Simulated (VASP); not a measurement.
Here is a VASP 6.6.1 calculation.

POSCAR

```
LiF
1.0
    3.2800798842      0.0000000000      0.0000000000
   -1.6400399421      2.8406325061      0.0000000000
    0.0000000000      0.0000000000      3.9995958328
Li F
2 2
Direct
    0.3333333333      0.6666666667      0.2500000000
    0.6666666667      0.3333333333      0.7500000000
    0.6666666667      0.3333333333      0.2500000000
    0.3333333333      0.6666666667      0.7500000000
```

File INCAR.step1:

```
  PREC = Accurate
  ENCUT = 520
  EDIFF = 1E-5
  ISMEAR = 0
  SIGMA = 0.01
  LREAL = False
  LASPH = True
  NELM = 100
  ALGO = Normal
  ISIF = 2
  LWAVE = True
  NBANDS = 18
  GGA = PE
```

The input INCAR.step2:

```
  PREC = Accurate
  ENCUT = 520
  EDIFF = 1E-6
  ISMEAR = 0
  SIGMA = 0.01
  LREAL = False
  LASPH = True
  NELM = 100
  ALGO = Normal
  ISIF = 2
  LWAVE = False
  LCHARG = True
  GGA = PE
  LHFCALC = True
  HFSCREEN = 0.2079
  PRECFOCK = Normal
  LELF = True
  LVHAR = True
  NBANDS = 18
  ISTART = 1
```

File KPOINTS:

```
regular mesh
0
Gamma
  6 6 4
```

Potentials or basis: VASP PAW PBE potentials, release 64 (Li_sv, F).

Launch:

```bash
$ cat potpaw_PBE.64/Li_sv/POTCAR potpaw_PBE.64/F/POTCAR > POTCAR
$ cp INCAR.step1 INCAR
$ mpirun -np 1 vasp_std > vasp.out
$ cp INCAR.step2 INCAR
$ mpirun -np 1 vasp_std > vasp.out
```

(1) Estimate the band gap on the k mesh.

Answers

(1) 9.96 eV, direct.
